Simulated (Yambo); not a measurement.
**HfO2 in Yambo: convergence with bands in self energy**

The system is HfO2.

```
Hf O
1.0
     0.00000    2.55750    2.55750
     2.55750    0.00000    2.55750
     2.55750    2.55750    0.00000
Hf O
1 2
Direct
  0.00000 0.00000 0.00000
  0.75000 0.75000 0.75000
  0.25000 0.25000 0.25000
```

Measurements of this composition are mostly on another form, of space group No. 14.

- Program: Yambo 5.3.0
- Task: G0W0 quasiparticle levels
- Functional: LDA
- Potentials or basis: PseudoDojo 0.4.1 SR LDA standard
- Cutoff: 1143 eV
- Density cutoff: 4572 eV
- k mesh: 6 × 6 × 6
- Occupations: fixed
- Spin: no spin polarisation
- k mesh of the self-consistent run: 10 × 10 × 10
- Form of the LDA: PW92
- Random integration of the Coulomb term: yes
- Direction of the field or of q to 0: x + y + z
- Broadening: 0.1 eV
- States corrected: Γ and the k points of the band edges
- Frequency dependence of W: plasmon pole
- Terminator of the band sum in the self-energy: none
- Quasiparticle equation: linearised (Newton)
- Imaginary frequency of the plasmon-pole fit: 27.2114 eV
- Bands in the response: 112
- Bands in the self-energy: 32
- Cutoff of the response matrix: 12 Ry
- Cutoff of exchange and Vxc: 84 Ry
- Bands corrected (first, last): [11, 13]

These are the settings of the first run; the series varies bands in self energy, with any setting tied to it.

| bands in self energy | quasiparticle gap at the points computed (eV) |
| --- | --- |
| 32 | 5.191 |
| 52 | 5.228 |
| 112 | 5.282 |

Not settled before the last step: the quasiparticle gap at the points computed (to 0.05 eV). The tightest run that finished is the yardstick and may itself not be fully converged.

Caveat, for the tightest run too: this version prints the column dSc/dw multiplied by 27.2; spin-orbit coupling is left out, which moves the levels of the heavy elements.
